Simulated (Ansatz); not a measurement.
Hf2Si: do energies and stresses tell the same story?

These are results of DFT PBEsol, scalar-relativistic, plane waves, PAW in Ansatz 0.2.0, not measurements.

Plane waves to 420 eV, a k mesh through Γ of 10×10×10 on the computed 6-atom cell and Gaussian smearing (0.10 eV); no spin polarisation.

Relaxed cell: I4/mcm, a = 6.511 Å, b = 6.511 Å, c = 5.143 Å, α = 90.00°, β = 90.00°, γ = 90.00°, 6 atoms in the primitive cell. Whether it is the stable form of this composition wasn't checked.

Energies at zero smearing and pressures from the stress tensor, at volumes with shape and atoms relaxed:
| V (Å³/atom) | E − E(first) (meV/atom) | P (GPa) |
| --- | --- | --- |
| 17.078 | 0.00 | 10.33 |
| 17.623 | -25.52 | 4.80 |
| 18.168 | -33.48 | 0.00 |
| 18.713 | -26.21 | -4.15 |
| 19.258 | -5.79 | -7.75 |

Question: Check P = −dE/dV between neighbouring volumes, and get the bulk modulus from the pressures alone.

Answer: With 1 eV/Å³ = 160.2 GPa:
| middle V (Å³/atom) | −ΔE/ΔV (GPa) | mean P (GPa) |
| --- | --- | --- |
| 17.350 | 7.501 | 7.563 |
| 17.895 | 2.339 | 2.397 |
| 18.440 | -2.135 | -2.077 |
| 18.985 | -6.005 | -5.949 |

The two differ by 0.06 GPa at most. The mean of two end pressures misses the average over a step by about ΔV² P″/12, up to 0.07 GPa here; with that taken off 0.01 GPa remains. Around V = 18.168 Å³/atom, the two neighbours give B = −V ΔP/ΔV = 18.168 × 8.95 / 1.090 = 149.1 GPa, against B0 = 148.8 GPa from the Birch–Murnaghan fit of the energies.

Spin–orbit coupling is left out, which can shift energies with elements as heavy as these.